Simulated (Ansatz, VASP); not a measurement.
# MgS in VASP and in Ansatz

The input INCAR:

```
SYSTEM = MgS
PREC = Accurate ; ENCUT = 520
EDIFF = 1E-7 ; ISMEAR = -1
SIGMA = 0.05 ; LREAL = .False.
LASPH = .True. ; NELM = 100
ALGO = Normal ; ISIF = 2
LWAVE = .False. ; LCHARG = .False.
GGA = PE ; NBANDS = 16
```

File KPOINTS:

```
regular mesh
0
Gamma
  8 8 4
  0 0 0
```

POSCAR

```
MgS
1.0
    4.0075435882      0.0000000000      0.0000000000
   -2.0037717941      3.4706345542      0.0000000000
    0.0000000000      0.0000000000      6.3891231196
S Mg
2 2
Direct
    0.6666666667      0.3333333333      0.8792441500
    0.3333333333      0.6666666667      0.3792441500
    0.3333333333      0.6666666667      0.9957548500
    0.6666666667      0.3333333333      0.4957548500
```

input.yaml

```yaml
crystal:
  lattice:
    - [4.0075435882, 0.0, 0.0]
    - [-2.0037717941, 3.4706345542, 0.0]
    - [0.0, 0.0, 6.3891231196]
  atoms:
    - { symbol: S, position: [0.6666666667, 0.3333333333, 0.87924415] }
    - { symbol: S, position: [0.3333333333, 0.6666666667, 0.37924415] }
    - { symbol: Mg, position: [0.3333333333, 0.6666666667, 0.99575485] }
    - { symbol: Mg, position: [0.6666666667, 0.3333333333, 0.49575485] }
hamiltonian:
  xc: pbe
  pseudopotentials: { kind: paw }
kpoints:
  mp_grid: { grid: [8, 8, 4] }
scf:
  occupations: { method: fermi_dirac, width: 0.05 }
output:
  forces: true
  stress: true
  eigenvalues: true
```

Change from the starting cell: volume scaled by 0.98.

Alike in both runs: task single point; functional PBE; k mesh 8 × 8 × 4; occupations fermi-dirac, width 0.05 eV; no spin polarisation.

```csv
,VASP,Ansatz
version,VASP 6.6.1,Ansatz 0.2.0
potentials or method,"VASP PAW PBE potentials, release 64 (S, Mg)",Ansatz PAW
plane-wave cutoff (eV),520,420
valence electrons in the cell,16,32
```

Ansatz gave:

| Item | Value |
| --- | --- |
| gap on the k mesh at the Fermi level (eV) | 3.54 |
| least direct gap on the mesh (eV) | 3.54 |
| pressure (GPa) | 2.3 |
| largest component of the traceless stress (GPa) | 0.24 |
| rms of the force components (eV/Å) | 0.026 |

What did VASP give for the same quantities?

gap on the k mesh at the Fermi level (eV): 3.54; least direct gap on the mesh (eV): 3.54; pressure (GPa): 2.2; largest component of the traceless stress (GPa): 0.23; rms of the force components (eV/Å): 0.027.

Atom by atom the forces differ by 0.001 eV/Å (rms over components). The two sets of potentials don't hold the same shells in valence.
